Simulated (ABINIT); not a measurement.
Here is an ABINIT 10.8.3 (patched build) calculation.

run.abi

```
ndtset 2

pp_dirpath "./"
pseudos "As.LDA_PW-JTH_sp.xml, Ga.LDA_PW-JTH.xml"

acell 3*1.0 Angstrom
rprim
     0.0000000000     2.8268500000     2.8268500000
     2.8268500000     0.0000000000     2.8268500000
     2.8268500000     2.8268500000     0.0000000000
ntypat 2
znucl 33 31
natom 2
typat 1 2
xred
     0.7500000000     0.7500000000     0.7500000000
     0.0000000000     0.0000000000     0.0000000000

ecut 17.0
pawecutdg 34.0

ixc 7

occopt 3
tsmear 0.00183747

nspinor 2
nspden 1
pawspnorb 1

nstep 100

iomode 3
prtwf 0
prteig 0
prtebands 0
enunit 1
prtden1 1
prtvha1 1
prtvclmb1 1
prtpot1 1

kptopt1 4
ngkpt1 8 8 8
nshiftk1 1
shiftk1 0.0 0.0 0.0
nband1 26
tolvrs1 1.0e-9

iscf2 -2
getden2 1
nband2 34
nbdbuf2 2
tolwfr2 1.0e-12
kptopt2 -9
ndivsm2 8
prteig2 1
kptbounds2
     0.0000000000     0.0000000000     0.0000000000
     0.5000000000     0.0000000000     0.5000000000
     0.5000000000     0.2500000000     0.7500000000
     0.3750000000     0.3750000000     0.7500000000
     0.0000000000     0.0000000000     0.0000000000
     0.5000000000     0.5000000000     0.5000000000
     0.6250000000     0.2500000000     0.6250000000
     0.5000000000     0.2500000000     0.7500000000
     0.5000000000     0.5000000000     0.5000000000
     0.3750000000     0.3750000000     0.7500000000
```

Potentials or basis: JTH PAW LDA v2.0 sp.

The run is started by

```sh
$ abinit run.abi > log 2>&1
```

Task: What does it give for the band gap on the k mesh?

Result: 0.18 eV, direct.

Task: Estimate the pressure.

Result: -1.9 GPa.

Levels at the corners of the path, in eV from the valence-band top:
```
point  band 14  band 15  band 16  band 17  band 18  band 19  band 20  band 21  band 22  band 23
    Γ    -0.34     0.00     0.00     0.00     0.00     0.18     0.18     3.46     3.46     3.66
    X    -7.00    -2.84    -2.84    -2.76    -2.76     1.23     1.23     1.44     1.44     9.93
    W    -6.79    -3.74    -3.61    -3.50    -3.46     4.31     4.52     4.53     4.57     5.16
    K    -6.79    -4.03    -3.97    -2.38    -2.38     1.74     1.74     4.41     4.48     7.73
    Γ    -0.34     0.00     0.00     0.00     0.00     0.18     0.18     3.46     3.46     3.66
    L    -6.81    -1.36    -1.36    -1.15    -1.15     0.73     0.73     4.45     4.45     4.55
    U    -6.79    -4.03    -3.97    -2.38    -2.38     1.74     1.74     4.41     4.48     7.73
    W    -6.79    -3.74    -3.61    -3.50    -3.46     4.31     4.52     4.53     4.57     5.16
    L    -6.81    -1.36    -1.36    -1.15    -1.15     0.73     0.73     4.45     4.45     4.55
    K    -6.79    -4.03    -3.97    -2.38    -2.38     1.74     1.74     4.41     4.48     7.73
```

Caveat: this set keeps more shells in the core, which shifts pressures and gaps.

**Measured values to compare with.**

“Evidence of valence band perturbations in GaAsN/GaAs(001): A combined variable-angle spectroscopic ellipsometry and modulated photoreflectance investigation”, 2008, arxiv:0805.2212 reports, for a bulk crystal of GaAs at 300 K: band gap 1.412 ± 0.01 eV (direct).

Measured gap of GaAs: 1.412 eV (direct; 300 K; “Evidence of valence band perturbations in GaAsN/GaAs(001): A combined variable-angle spectroscopic ellipsometry and modulated photoreflectance investigation”, 2008, arxiv:0805.2212). This calculation gives 0.18 eV (-1.23 eV). So large a miss can be the level of theory's own, or it may mean another phase, state or a wrong row. 3 values of this kind are on record (1.412 to 1.51 eV); this one was drawn at random among those near their median, those with a stated uncertainty first. The value is that of LDA, without temperature or zero-point motion. Semilocal functionals fall short of measured gaps as a rule.
